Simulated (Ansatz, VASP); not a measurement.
## Two plane-wave programs on LiCl

Contents of INCAR:

```
  ALGO = Normal
  EDIFF = 1E-6
  EDIFFG = -0.01
  ENCUT = 600
  GGA = PE
  IBRION = 2
  ISIF = 3
  ISMEAR = 0
  LASPH = T
  LCHARG = F
  LREAL = F
  LWAVE = F
  NELM = 80
  NSW = 100
  PREC = Accurate
  SIGMA = 0.02
```

File KPOINTS:

```
k-points
0
Gamma
  6 6 6
```

POSCAR

```
LiCl
1.0
    2.0252686721      1.1692894130      6.7545642670
   -2.0252686721      1.1692894130      6.7545642670
    0.0000000000     -2.3385788261      6.7545642670
Li Cl
2 2
Direct
    0.8847969132      0.8847969132      0.8847969132
    0.1152030868      0.1152030868      0.1152030868
    0.2358772798      0.2358772798      0.2358772798
    0.7641227202      0.7641227202      0.7641227202
```

Input for Ansatz:

```yaml
crystal:
  lattice:
    - [2.0252686721, 1.169289413, 6.754564267]
    - [-2.0252686721, 1.169289413, 6.754564267]
    - [0.0, -2.3385788261, 6.754564267]
  atoms:
    - { symbol: Li, position: [0.8847969132, 0.8847969132, 0.8847969132] }
    - { symbol: Li, position: [0.1152030868, 0.1152030868, 0.1152030868] }
    - { symbol: Cl, position: [0.2358772798, 0.2358772798, 0.2358772798] }
    - { symbol: Cl, position: [0.7641227202, 0.7641227202, 0.7641227202] }
basis:
  ecutwfc: 420
kpoints:
  mp_grid: { grid: [6, 6, 6] }
hamiltonian:
  xc: pbe
scf:
  occupations: { method: gaussian, width: 0.02 }
output:
  forces: true
  stress: true
  eigenvalues: true
relax:
  adjacent_minimum: "off"
  f_tol: 0.01
  max_steps: 80
  cell: { stress_tol: 0.05 }
```

Change from the starting cell: ordered vacancies on the cation sites of antifluorite (R-3m, No. 166).

Alike in both runs: task relaxation of cell and atoms; functional PBE; k mesh 6 × 6 × 6; occupations gaussian, width 0.02 eV; no spin polarisation.

|  | VASP | Ansatz |
| --- | --- | --- |
| version | VASP 6.6.1 | Ansatz 0.2.0 |
| potentials or method | VASP PAW PBE potentials, release 64 (Li_sv, Cl) | scalar-relativistic, plane waves, PAW |
| plane-wave cutoff (eV) | 600 | 420 |
| valence electrons in the cell | 20 | 20 |

```tsv
	VASP	Ansatz	Ansatz less VASP
gap on the k mesh at the Fermi level, each at its own relaxed structure (eV)	5.76	5.75	-0.009
relaxed volume (Å³/atom)	23.99	25.18	+1.187
relaxed cell length with the largest relative difference (Å)	7.198	7.494	+0.2965
```

Caveats: the cutoff is under 1.25 times the usual one of these potentials, so pressure, stress and relaxed cells hold a basis-set (Pulay) error (VASP). A k mesh can miss the band edges.
